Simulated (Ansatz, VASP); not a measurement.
# ZnIn2: VASP beside Ansatz, part 2 of 2

Wanted: the spread between two codes on one cell, functional and k mesh. The cell is generated by rule, not measured, and may not be a known phase. The cell is taken from a series of runs on this material, whose earlier steps may have relaxed, scaled, displaced or heated it; both programs get it as it stands.

VASP 6.6.1 and Ansatz 0.2.0.

So far. Step 3 (Ansatz: single point, PBEsol, pair 1): The run ends at a pressure of 0.93 GPa, with forces up to 0.26 eV/Å. Step 5 (VASP: single point, PBEsol, pair 2): The run ends at a pressure of 0.01 GPa, with forces up to 0.011 eV/Å.

The structure was built from a prototype and need not be the compound's stable phase.

**6. Ansatz: single point, PBEsol, pair 2**

Level of this step: Ansatz beside VASP: Kohn-Sham DFT, plane waves, PBEsol (Ansatz).

The same cell, functional, mesh and smearing now go to Ansatz, which takes its cutoff from its data sets.

The cell is taken from a series of runs on this material, whose earlier steps may have relaxed, scaled, displaced or heated it; both programs get it as it stands.

input.yaml reads:

```yaml
crystal:
  lattice:
    - [-2.5747424975, -4.4595929535, 0.0]
    - [-5.149492037, -4.0657e-06, 0.0]
    - [0.0, 0.0, -5.9800988035]
  atoms:
    - { symbol: Zn, position: [0.0, 0.0, 0.5] }
    - { symbol: Zn, position: [0.0, 0.0, 0.0] }
    - { symbol: In, position: [0.3307521569, 0.3271847558, 0.25] }
    - { symbol: In, position: [0.3359145098, 0.3394819108, 0.75] }
    - { symbol: In, position: [0.6640854902, 0.6605180892, 0.25] }
    - { symbol: In, position: [0.6692478431, 0.6728152442, 0.75] }
kpoints:
  mp_grid: { grid: [9, 9, 6] }
hamiltonian:
  xc: pbesol
  pseudopotentials: { kind: nc }
scf:
  occupations: { method: methfessel_paxton, width: 0.2 }
output:
  forces: true
  stress: true
  eigenvalues: true
```

On the command line:

```console
$ ansatz run input.yaml --threads 8 --pin off --max-ram 14336MiB --backend cpu --events-out ev --progress --plain --runs-dir out
```

Numbers of over 12 decimals in the logs are rounded to 6 here.

The log of the run:

```text
[...]
Crystal: 6 atoms, lattice volume = 137.331 Å³
Basis set: ecut = 1142.878222 eV, 12003 PW (Γ), exchange–correlation on 120×120×144 points (8 copies of the dense FFT grid, shifted against one another)
Bands: 56, of which v1, the nominal top of the filled ones, is band 46 counted from 1 (45 counted from 0)
Symmetry: 4 space group operations
[...]
k-points: 164 of 486
[...]
k-point 0: bands = [... 42 lower, 9.5509, 10.0041, 10.0067, 10.7799, 10.7823, 12.4690, 12.9420, 12.9424, ... 6 higher]
  k-point 1: bands = [... 42 lower, 9.6424, 10.1303, 10.1330, 10.9167, 10.9192, 11.4011, 12.3763, 12.5767, ... 6 higher]
  k-point 2: bands = [... 42 lower, 9.9187, 10.3215, 10.5008, 10.5029, 11.3105, 11.3159, 11.4603, 11.8385, ... 6 higher]
  k-point 163: bands = [... 42 lower, 7.7089, 7.7089, 10.4316, 10.4316, 13.8489, 13.8489, 14.0511, 14.0511, ... 6 higher]
[key lines of the parts left out:]
SCF converged after 9 iterations
Free energy (F): -18584.862878 eV
Fermi energy:    11.064663 eV
P = ⅓ Tr σ = 0.0380 GPa (0.380 kbar)
```

The run ends at a pressure of 0.04 GPa, with forces up to 0.012 eV/Å.

**7. Side by side**

What differs besides the data sets and the points named for the pairs above, as far as they apply: the data sets hold 92 valence electrons in Ansatz (on norm-conserving files, of PseudoDojo where its log says so) and 76 in VASP. Total energies have different zeros and are not compared.

The two programs side by side:

```csv
quantity,Ansatz,VASP,difference
pressure (GPa),0.04,0.01,+0.03
```

**8. Ansatz: single point, PBEsol, pair 3**

With cell and atoms fixed, the geometry can't cause a difference; cores, projectors, grids and the points listed under the comparison can.

The cell is taken from a series of runs on this material, whose earlier steps may have relaxed, scaled, displaced or heated it; both programs get it as it stands.

input.yaml, the sections that differ from step 6:

```yaml
crystal:
  lattice:
    - [-2.5747424975, -4.4595929535, 0.0]
    - [-5.149492037, -4.0657e-06, 0.0]
    - [0.0, 0.0, -5.9800988035]
  atoms:
    - { symbol: Zn, position: [0.0, 0.0, 0.5] }
    - { symbol: Zn, position: [0.0, 0.0, 0.0] }
    - { symbol: In, position: [0.3281709805, 0.3210361783, 0.25] }
    - { symbol: In, position: [0.3384956862, 0.3456304883, 0.75] }
    - { symbol: In, position: [0.6615043138, 0.6543695117, 0.25] }
    - { symbol: In, position: [0.6718290195, 0.6789638217, 0.75] }
# kpoints, hamiltonian, scf, output: as in step 6
```

The log of the run:

```text
[...]
Crystal: 6 atoms, lattice volume = 137.331 Å³
Basis set: ecut = 1142.878222 eV, 12003 PW (Γ), exchange–correlation on 120×120×144 points (8 copies of the dense FFT grid, shifted against one another)
Bands: 56, of which v1, the nominal top of the filled ones, is band 46 counted from 1 (45 counted from 0)
Symmetry: 4 space group operations
[...]
k-points: 164 of 486
[...]
k-point 0: bands = [... 42 lower, 9.5504, 10.0007, 10.0112, 10.7653, 10.7748, 12.4889, 12.9563, 12.9579, ... 6 higher]
  k-point 1: bands = [... 42 lower, 9.6419, 10.1261, 10.1369, 10.9004, 10.9104, 11.4136, 12.3778, 12.5899, ... 6 higher]
  k-point 2: bands = [... 42 lower, 9.9184, 10.3295, 10.4967, 10.5046, 11.2705, 11.2836, 11.4782, 11.8654, ... 6 higher]
  k-point 163: bands = [... 42 lower, 7.7079, 7.7079, 10.4322, 10.4322, 13.8458, 13.8458, 14.0526, 14.0526, ... 6 higher]
[key lines of the parts left out:]
SCF converged after 9 iterations
Free energy (F): -18584.865500 eV
Fermi energy:    11.065553 eV
P = ⅓ Tr σ = 0.0373 GPa (0.373 kbar)
```

The run ends at a pressure of 0.04 GPa, with forces up to 0.025 eV/Å.

**9. VASP: single point, PBEsol, pair 3**

The same cell, functional, mesh and smearing now go to VASP, with its own data sets.

INCAR reads:

```
SYSTEM = ZnIn2
PREC = Accurate
ENCUT = 500
EDIFF = 1E-06
NELM = 120
ISMEAR = 1
SIGMA = 0.2
LREAL = .FALSE.
ALGO = Normal
GGA = PS
NBANDS = 47
LORBIT = 11
LWAVE = .FALSE.
LCHARG = .FALSE.
ISIF = 2
LASPH = .TRUE.
GGA_COMPAT = .FALSE.
KPAR = 2
```

POSCAR reads:

```
ZnIn2
1.0
   -2.5747424975     -4.4595929535      0.0000000000
   -5.1494920370     -0.0000040657      0.0000000000
    0.0000000000      0.0000000000     -5.9800988035
Zn In
2 4
Direct
    0.0000000000      0.0000000000      0.5000000000
    0.0000000000      0.0000000000      0.0000000000
    0.3281709805      0.3210361783      0.2500000000
    0.3384956862      0.3456304883      0.7500000000
    0.6615043138      0.6543695117      0.2500000000
    0.6718290195      0.6789638217      0.7500000000
```

KPOINTS reads:

```
Automatic mesh
0
Gamma
9 9 6
0 0 0
```

PAW data sets: Zn and In_d (PBE family, release 64).

On the command line:

```console
$ mpirun -np 2 vasp_std
```

The log of the run:

```text
[... set-up lines as in an earlier step ...]
 entering main loop
       N       E                     dE             d eps       ncg     rms          rms(c)
DAV:   1     0.718875096231E+03    0.71888E+03   -0.35818E+04 15423   0.230E+03
DAV:   2     0.704709489469E+02   -0.64840E+03   -0.63583E+03 15416   0.533E+02
DAV:   3    -0.107518236897E+02   -0.81223E+02   -0.79589E+02 16800   0.203E+02
DAV:   4    -0.142816767546E+02   -0.35299E+01   -0.35119E+01 17751   0.463E+01
[...]
DAV:  11    -0.139546028237E+02   -0.20431E-05   -0.40214E-05 19229   0.508E-02    0.151E-02
DAV:  12    -0.139546009341E+02    0.18896E-05   -0.66849E-06 14720   0.190E-02    0.713E-03
DAV:  13    -0.139546007141E+02    0.22005E-06   -0.13074E-06 11680   0.100E-02
   1 F= -.13954601E+02 E0= -.13954250E+02  d E =-.105351E-02
```

Parts of OUTCAR (step 9):

```text
  Total       -0.2573149     -0.2830006      0.5579125      0.0083720      0.0000000      0.0000000
  in kB       -3.0019801     -3.3016430      6.5089193      0.0976723      0.0000000      0.0000000
  external PRESSURE =       0.0684321 kB  Pullay stress =       0.0000000 kB

 POSITION                                       TOTAL-FORCE (eV/Angst)
 -----------------------------------------------------------------------------------
      0.00000      0.00000     -2.99005         0.000000      0.000000      0.000000
      0.00000      0.00000      0.00000        -0.000000      0.000000      0.000000
     -2.49813     -1.46351     -1.49502         0.018212      0.003467      0.000000
     -2.65136     -1.50955     -4.48507        -0.022560     -0.008939      0.000000
     -5.07287     -2.95004     -1.49502         0.022560      0.008939     -0.000000
     -5.22611     -2.99609     -4.48507        -0.018212     -0.003467      0.000000
 -----------------------------------------------------------------------------------
    total drift:                               -0.000000     -0.000000     -0.000000

  FREE ENERGIE OF THE ION-ELECTRON SYSTEM (eV)
  ---------------------------------------------------
  free  energy   TOTEN  =       -13.9546007141 eV

  energy  without entropy=      -13.9535472079  energy(sigma->0) =      -13.95424955

[... 2 parts as in an earlier step ...]

[... 1 further part left out ...]
[key lines of the parts left out:]
E-fermi :   6.1413
```

The run ends at a pressure of 0.01 GPa, with forces up to 0.024 eV/Å.

**10. Side by side**

What differs besides the data sets and the points named for the pairs above, as far as they apply: the data sets hold 92 valence electrons in Ansatz (on norm-conserving files, of PseudoDojo where its log says so) and 76 in VASP. Total energies have different zeros and are not compared.

The two programs side by side:

```csv
quantity,Ansatz,VASP,difference
pressure (GPa),0.04,0.01,+0.03
```

**11. What came out**

* r.m.s. force difference (single point, PBEsol, pair 1): 0.86 meV/Å
* difference in pressure (single point, PBEsol, pair 2): 0.028 GPa
* difference in pressure (single point, PBEsol, pair 3): 0.030 GPa

What this shows: The r.m.s. force difference is 0.86 meV/Å (single point, PBEsol, pair 1), within the 12 meV/Å picked in this series as the mark of a large difference. The data sets hold unlike numbers of valence electrons (92 in Ansatz and 76 in VASP), so part of the differences comes from the potentials. 2 further runs of this series are not shown here. Such differences can come from data sets, numerical settings and the points named under the comparisons, not from the functional's error against experiment.

[Lines on the potential files, build, host, timing and source positions are cut from VASP's logs without a mark.]

[Logs are printed without paths, hosts, clocks, repeated set-up lines and the standing remarks that a program may print on its own settings, such as how far it seeks lower states.]

[Hosts, paths, dates, database ids (printed as entryN), source tags and the programs' standing remarks are cut or masked in the printed files.]
